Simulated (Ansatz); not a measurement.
## Comparing structures of PbF2

Computed with Ansatz 0.2.0, DFT PBE, scalar-relativistic, plane waves, PAW. All cells share a 420 eV cutoff and Γ-centred k meshes spaced at most 0.3 Å⁻¹ (0.19 for metals, 2π included).

Temperature and zero-point effects are left out. Larger cells and other orderings weren't all tried, so the list isn't exhaustive. Spin–orbit coupling is left out.  Against the elements the lowest lies at -2.37 eV/atom.

3 of the 3 relaxed structures, chosen for unlike contacts. Contacts of a pair count up to 1.25 times its shortest distance.

```csv
cell,type or group,contacts,shortest Pb–F (Å),V (Å³/atom),gap on mesh (eV)
A,P3_121,Pb: 10 Pb + 6 F; F: 3 Pb,2.42,20.72,3.81
B,cotunnite,Pb: 7 F; F: 3.5 Pb,2.41,16.96,4.43
C,fluorite,Pb: 8 F; F: 4 Pb,2.60,18.00,4.42
```

Ewald sums with the formal charges Pb +2, F -1 on these cells give, over the lowest: C 0.00, B 0.06, A 0.17 eV/atom.

Task: Does density functional theory give the same order, and if not, why?

Result: It gives C (fluorite) 0, B (cotunnite) 22, A (P3_121) 111 meV/atom. Both put C first.

Task: With H = E + PV at fixed volumes, which structure takes over first under pressure?

Result: Enthalpies over C in meV/atom, with 1 GPa Å³ = 6.24 meV:

| P (GPa) | B | A |
| --- | --- | --- |
| 0 | 22 | 111 |
| 2 | 9 | 145 |
| 6 | -17 | 213 |

B (cotunnite) is the only denser one, so it alone can cross, at 22 / (6.24 × 1.04) = 3.4 GPa. This holds only while the pressure stays small beside the bulk moduli; compression, and phases that weren't computed, would shift it.